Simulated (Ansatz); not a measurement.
# Compressing Co: a fit and a missing row

Co, P6_3/mmc, a = 2.455 Å, c = 7.965 Å. Ansatz: PBEsol, PAW, 420 eV, Γ-centred 18×18×6 mesh on 4 atoms, Gaussian smearing 0.10 eV; collinear spin, largest moment 1.7 μB. Shape and atoms are relaxed at each volume; pressure is positive in compression.

| V (Å³/atom) | P (GPa) |
| --- | --- |
| 9.148 | ? |
| 9.459 | 29.18 |
| 9.771 | 17.70 |
| 10.083 | 8.07 |
| 10.395 | 0.00 |
| 10.707 | -6.80 |
| 11.019 | -12.52 |
| 11.435 | -18.61 |

**Question.** Take V0 = 10.395 Å³/atom, fit the third-order Birch–Murnaghan form to the other rows, and predict the missing pressure.

**Answer.** With the Eulerian strain f = ½[(V0/V)^(2/3) − 1] and y = P/[3f(1 + 2f)^(5/2)], the form is the line y = B0 + 1.5 B0 (B0′ − 4) f. Rows (f, y): 0.03246, 256.0; 0.02107, 252.6; 0.01026, 249.2; -0.00976, 244.0; -0.01906, 241.3; -0.03080, 236.1. Means f = 0.0006950, y = 246.53; Σ(Δf)² = 0.003007, ΣΔfΔy = 0.9083; the slope is their ratio. y = 246.3 + 302.0 f GPa, so B0 = 246.3 GPa and B0′ = 4 + 2 × (302.0)/(3 × 246.3) = 4.82. At V = 9.148, f = 0.04446, y = 259.73 and P = 42.86 GPa. The run gave 42.76 GPa, so the fit is 0.10 GPa too high, a small miss on the scale of the series.